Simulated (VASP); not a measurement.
# Al (Fm-3m) in VASP: notebook

One crystal, Al, is run at these levels: PBEsol, RPBE; tasks: relaxation of cell and atoms, single point.

All numbers are computed with VASP 6.6.1; they aren't measurements. Logs are shortened: lines on timing, memory, paths and dates and some standing lists are left out, and cuts for length are marked.

## 1. Starting point

The structure is cubic, space group Fm-3m (No. 225). The conventional cell has a = 4.050 Å, b = 4.050 Å, c = 4.050 Å, α = 90.00°, β = 90.00°, γ = 90.00°. Al (site symmetry m-3m) is surrounded by 12 Al at 2.86 Å.

## 2. Relaxation of cell and atoms, PBEsol

The input, INCAR:

```
PREC = Accurate ; ENCUT = 600
EDIFF = 1E-7 ; ISMEAR = 0
SIGMA = 0.1 ; LREAL = False
LASPH = True ; NELM = 100
ALGO = Fast ; ISIF = 3
LWAVE = False ; LCHARG = False
GGA = PS ; IBRION = 2
NSW = 90 ; EDIFFG = -0.005
```

The input, KPOINTS:

```
Automatic mesh
0
Gamma
  6 6 6
```

The input, POSCAR:

```
Al
1.0
    0.0000000000      2.0248050000      2.0248050000
    2.0248050000      0.0000000000      2.0248050000
    2.0248050000      2.0248050000      0.0000000000
Al
1
Direct
    0.0000000000      0.0000000000      0.0000000000
```

Potentials or basis: VASP PAW PBE potentials, release 64 (Al).

Run with:

```sh
cat potpaw_PBE.64/Al/POTCAR > POTCAR
mpirun -np 1 vasp_std > vasp.out
```

OUTCAR:

```text
PREC = Accurate
   ENCUT = 600
   EDIFF = 1E-7
   ISMEAR = 0
   LREAL = False
   LASPH = True
   NELM = 100
   ISIF = 3
   GGA = PS
   IBRION = 2
   NSW = 90
   EDIFFG = -0.005

 ion  position               nearest neighbor table
   1  0.000  0.000  0.000-

  LATTYP: Found a face centered cubic cell.
 ALAT       =     4.0496100000

  Lattice vectors:

 A1 = (   0.0000000000,   2.0248050000,   2.0248050000)
 A2 = (   2.0248050000,   0.0000000000,   2.0248050000)
 A3 = (   2.0248050000,   2.0248050000,   0.0000000000)

Analysis of symmetry for initial positions (statically):
=====================================================================
 Subroutine PRICEL returns:
 Original cell was already a primitive cell.

 Routine SETGRP: Setting up the symmetry group for a
 face centered cubic supercell.

 Subroutine GETGRP returns: Found 48 space group operations
 (whereof 48 operations were pure point group operations)
 out of a pool of 48 trial point group operations.

The static configuration has the point symmetry O_h .

Analysis of symmetry for dynamics (positions and initial velocities):
=====================================================================
 Subroutine PRICEL returns:
 Original cell was already a primitive cell.

 Routine SETGRP: Setting up the symmetry group for a
 face centered cubic supercell.

 Subroutine GETGRP returns: Found 48 space group operations
 (whereof 48 operations were pure point group operations)
 out of a pool of 48 trial point group operations.

The dynamic configuration has the point symmetry O_h .

 Subroutine INISYM returns: Found 48 space group operations
 (whereof 48 operations are pure point group operations),
 and found     1 'primitive' translations

----------------------------------------------------------------------------------------

                                     Primitive cell

  volume of cell :      16.6027

  direct lattice vectors                    reciprocal lattice vectors
     0.000000000  2.024805000  2.024805000    -0.246937359  0.246937359  0.246937359
     2.024805000  0.000000000  2.024805000     0.246937359 -0.246937359  0.246937359
     2.024805000  2.024805000  0.000000000     0.246937359  0.246937359 -0.246937359

  length of vectors
     2.863506692  2.863506692  2.863506692     0.427708053  0.427708053  0.427708053

  position of ions in fractional coordinates (direct lattice)
     0.000000000  0.000000000  0.000000000

  ion indices of the primitive-cell ions
   primitive index   ion index
                 1           1

----------------------------------------------------------------------------------------

 KPOINTS: Automatic mesh

Automatic generation of k-mesh.
 Grid dimensions read from file:
 generate k-points for:    6    6    6

 Generating k-lattice:

  Cartesian coordinates                     Fractional coordinates (reciprocal lattice)
    -0.041156227  0.041156227  0.041156227     0.166666667  0.000000000  0.000000000
     0.041156227 -0.041156227  0.041156227     0.000000000  0.166666667  0.000000000
     0.041156227  0.041156227 -0.041156227     0.000000000  0.000000000  0.166666667

  Length of vectors
     0.071284675  0.071284675  0.071284675

  Shift w.r.t. Gamma in fractional coordinates (k-lattice)
     0.000000000  0.000000000  0.000000000

 Subroutine IBZKPT returns following result:
 ===========================================

 Found     16 irreducible k-points:

 Following reciprocal coordinates:
            Coordinates               Weight
  0.000000  0.000000  0.000000      1.000000
  0.166667  0.000000  0.000000      8.000000
  0.333333  0.000000  0.000000      8.000000
  0.500000  0.000000  0.000000      4.000000
  0.166667  0.166667  0.000000      6.000000
  0.333333  0.166667  0.000000     24.000000
[... 8 lines left out ...]
 -0.333333  0.333333  0.166667     24.000000
 -0.333333  0.500000  0.166667     12.000000
   k-points           NKPTS =     16   k-points in BZ     NKDIM =     16   number of bands    NBANDS=      5
   number of dos      NEDOS =    301   number of ions     NIONS =      1
   total plane-waves  NPLWV =  13824
   dimension x,y,z NGX =    24 NGY =   24 NGZ =   24
   dimension x,y,z NGXF=    48 NGYF=   48 NGZF=   48
   ions per type =               1
   NGX,Y,Z   is equivalent  to a cutoff of  13.93, 13.93, 13.93 a.u.
   NGXF,Y,Z  is equivalent  to a cutoff of  27.87, 27.87, 27.87 a.u.
 SYSTEM =  unknown system
   PREC   = accura    normal or accurate (medium, high low for compatibility)
   ISTART =      0    job   : 0-new  1-cont  2-samecut
   ICHARG =      2    charge: 1-file 2-atom 10-const
   ISPIN  =      1    spin polarized calculation?
   LNONCOLLINEAR =      F non collinear calculations
   LSORBIT =      F    spin-orbit coupling
   LASPH  =      T    aspherical Exc in radial PAW
   ENCUT  =  600.0 eV  44.10 Ry    6.64 a.u.   5.72  5.72  5.72*2*pi/ulx,y,z
   NELM   =    100;   NELMIN=  2; NELMDL= -5     # of ELM steps
   EDIFF  = 0.1E-06   stopping-criterion for ELM
   LREAL  =      F    real-space projection
   EDIFFG = -.5E-02   stopping-criterion for IOM
   NSW    =     90    number of steps for IOM
   IBRION =      2    ionic relax: 0-MD 1-quasi-New 2-CG
   NFREE  =      1    steps in history (QN), initial steepest desc. (CG)
   ISIF   =      3    stress and relaxation
   ISYM   =      2    0-nonsym 1-usesym 2-fastsym
   POTIM  = 0.5000    time-step for ionic-motion
   TEBEG  =    0.0;   TEEND  =   0.0 temperature during run
   PSTRESS=    0.0 pullay stress
   NELECT =       3.0000    total number of electrons
   NUPDOWN=      -1.0000    fix difference up-down
   EMIN   =  10.00;   EMAX   =-10.00  energy-range for DOS
   EFERMI =   0.00;   METHOD = LEGACY
   ISMEAR =     0;   SIGMA  =   0.10  broadening in eV -4-tet -1-fermi 0-gaus
   EFERMI_NEDOS =   21; number of points for ismear=-14 and -15
   IALGO  =     68    algorithm
   IMIX   =      4    mixing-type and parameters
     AMIX     =   0.40;   BMIX     =  1.00
     AMIX_MAG =   1.60;   BMIX_MAG =  1.00
  volume/ion in A,a.u.               =      16.60       112.04
  Fermi-wavevector in a.u.,A,eV,Ry     =   0.925526  1.748991 11.654733  0.856599
  Thomas-Fermi vector in A             =   2.051390
   LORBIT       =      0    0 simple, 1 ext, 2 COOP (PROOUT), +10 PAW based schemes
   GGA     = PS    functional components
   LHFCALC =     F    Hartree Fock is set to
   AEXX    =    0.0000 exact exchange contribution
   IVDW    =     0    specifies the selected vdW correction
   LEPSILON=     F    determine dielectric tensor
   LRPA    =     F    only Hartree local field effects (RPA)
 conjugate gradient relaxation of ions
 non-spin polarized calculation
 RMM-DIIS sequential band-by-band and
 Gauss-broadening in eV      SIGMA  =   0.10
  energy-cutoff  :      600.00
  volume of cell :       16.60
 maximum number of plane-waves:       568
   NGX = 11   NGY = 11   NGZ = 11

--------------------------------------- Ionic step        1  -------------------------------------------

 number of electron       3.0000000 magnetization

 Free energy of the ion-electron system (eV)
  ---------------------------------------------------
  ext. energy  EPLUGINS =         0.00000000
  ---------------------------------------------------
  free energy    TOTEN  =        -4.15674274 eV

  energy without entropy =       -4.15334085  energy(sigma->0) =       -4.15504179

------------------------ aborting loop because EDIFF is reached ----------------------------------------

  FORCE on cell =-STRESS in cart. coord.  units (eV):
  Direction    XX          YY          ZZ          XY          YZ          ZX
  --------------------------------------------------------------------------------------
  -------------------------------------------------------------------------------------
  Total       -0.1495624     -0.1495624     -0.1495624     -0.0000000      0.0000000      0.0000000
  in kB      -14.4328976    -14.4328976    -14.4328976     -0.0000000      0.0000000      0.0000000
  external PRESSURE =     -14.4328976 kB  Pullay stress =       0.0000000 kB

 VOLUME and BASIS-vectors are now :
 -----------------------------------------------------------------------------
  energy-cutoff  :      600.00
  volume of cell :       16.60
      direct lattice vectors                 reciprocal lattice vectors
     0.000000000  2.024805000  2.024805000    -0.246937359  0.246937359  0.246937359
     2.024805000  0.000000000  2.024805000     0.246937359 -0.246937359  0.246937359
     2.024805000  2.024805000  0.000000000     0.246937359  0.246937359 -0.246937359

 POSITION                                       TOTAL-FORCE (eV/Angst)
 -----------------------------------------------------------------------------------
      0.00000      0.00000      0.00000         0.000000      0.000000      0.000000
 -----------------------------------------------------------------------------------
    total drift:                                0.000000     -0.000000     -0.000000

  FREE ENERGIE OF THE ION-ELECTRON SYSTEM (eV)
  ---------------------------------------------------
  free  energy   TOTEN  =        -4.1567427396 eV

  energy  without entropy=       -4.1533408456  energy(sigma->0) =       -4.15504179
[... 15 lines left out ...]
 VOLUME and BASIS-vectors are now :
 -----------------------------------------------------------------------------
  energy-cutoff  :      600.00
  volume of cell :       16.25
      direct lattice vectors                 reciprocal lattice vectors
    -0.000000000  2.010195446  2.010195446    -0.248732033  0.248732033  0.248732033
     2.010195446  0.000000000  2.010195446     0.248732033 -0.248732033  0.248732033
     2.010195446  2.010195446 -0.000000000     0.248732033  0.248732033 -0.248732033

 POSITION                                       TOTAL-FORCE (eV/Angst)
 -----------------------------------------------------------------------------------
      0.00000      0.00000      0.00000         0.000000      0.000000     -0.000000
 -----------------------------------------------------------------------------------
    total drift:                                0.000000     -0.000000     -0.000000

  FREE ENERGIE OF THE ION-ELECTRON SYSTEM (eV)
  ---------------------------------------------------
  free  energy   TOTEN  =        -4.1580957651 eV

  energy  without entropy=       -4.1544489712  energy(sigma->0) =       -4.15627237

--------------------------------------- Ionic step        3  -------------------------------------------

 number of electron       3.0000000 magnetization

 Free energy of the ion-electron system (eV)
  ---------------------------------------------------
  ext. energy  EPLUGINS =         0.00000000
  ---------------------------------------------------
  free energy    TOTEN  =        -4.15813826 eV

  energy without entropy =       -4.15453036  energy(sigma->0) =       -4.15633431

 E-fermi :   8.4643     XC(G=0): -10.3021

 val. band max:        7.4185105921   @ k =  -0.3333   0.5000   0.1667
 cond. band min:       8.4865426010   @ k =  -0.3333   0.3333   0.0000
 fundamental gap:      1.0680320089
 Fermi energy:         8.4643110394

 k-point     1 :       0.0000    0.0000    0.0000
  band No.  band energies     occupation
      1      -3.1376      2.00000
      2      20.7395      0.00000
      3      20.7395      0.00000
      4      20.7395      0.00000
      5      22.3275      0.00000

 k-point     2 :       0.1667    0.0000    0.0000
  band No.  band energies     occupation
      1      -2.3783      2.00000
      2      14.7563      0.00000
      3      19.4956      0.00000
      4      19.4956      0.00000
      5      22.7765      0.00000

 k-point     3 :       0.3333    0.0000    0.0000
  band No.  band energies     occupation
      1      -0.1249      2.00000
      2       8.5742      0.12018
      3      18.9175      0.00000
      4      18.9175      0.00000
      5      21.5215      0.00000

 k-point     4 :       0.5000    0.0000    0.0000
  band No.  band energies     occupation
      1       3.4347      2.00000
      2       3.6843      2.00000
      3      19.5694      0.00000
      4      19.5695      0.00000
      5      19.6035      0.00000
[... 107 lines left out ...]
 VOLUME and BASIS-vectors are now :
 -----------------------------------------------------------------------------
  energy-cutoff  :      600.00
  volume of cell :       16.30
      direct lattice vectors                 reciprocal lattice vectors
    -0.000000000  2.012348741  2.012348741    -0.248465880  0.248465880  0.248465880
     2.012348741  0.000000000  2.012348741     0.248465880 -0.248465880  0.248465880
     2.012348741  2.012348741 -0.000000000     0.248465880  0.248465880 -0.248465880

 POSITION                                       TOTAL-FORCE (eV/Angst)
 -----------------------------------------------------------------------------------
      0.00000      0.00000      0.00000        -0.000000      0.000000     -0.000000
 -----------------------------------------------------------------------------------
    total drift:                                0.000000     -0.000000     -0.000000

  FREE ENERGIE OF THE ION-ELECTRON SYSTEM (eV)
  ---------------------------------------------------
  free  energy   TOTEN  =        -4.1581382612 eV

  energy  without entropy=       -4.1545303597  energy(sigma->0) =       -4.15633431

 reached required accuracy - stopping structural energy minimisation
```

Run time: 2.4 s. Hardware: 1 thread of Intel Xeon 6975P-C (Granite Rapids), shared host; peak memory 0.13 GiB.

What came out:

- Free energy: -4.1581 eV
- Relaxed volume: 16.30 Å³/atom
- Relaxed cell: a = 2.846 Å, b = 2.846 Å, c = 2.846 Å, α = 60.00°, β = 60.00°, γ = 60.00°
- Space group after relaxing (to 0.05 Å): Fm-3m (No. 225)
- Energy gained by relaxing: 1.4 meV/atom
- Ionic steps: 3
- Pressure after relaxing: 0.0 GPa
- Band gap on the k mesh: none (metal or under the smearing width)

The path:
```
step  energy change (eV)  largest force (eV/Å)  pressure (GPa)  volume (Å³)
   1              0.0000                0.0000           -1.44        16.60
   2             -0.0014                0.0000            0.27        16.25
   3             -0.0014                0.0000            0.00        16.30
```

Final structure:
```
CELL_PARAMETERS angstrom
0.00000 2.01235 2.01235
2.01235 0.00000 2.01235
2.01235 2.01235 0.00000
ATOMIC_POSITIONS crystal
Al 0.00000 0.00000 0.00000
```

Caveat: the k mesh is coarse (spacing up to 0.45 Å⁻¹), so the values aren't converged; the PAW data sets were made with another functional, which shifts forces and pressure a little.

[end of part 1 of 3]
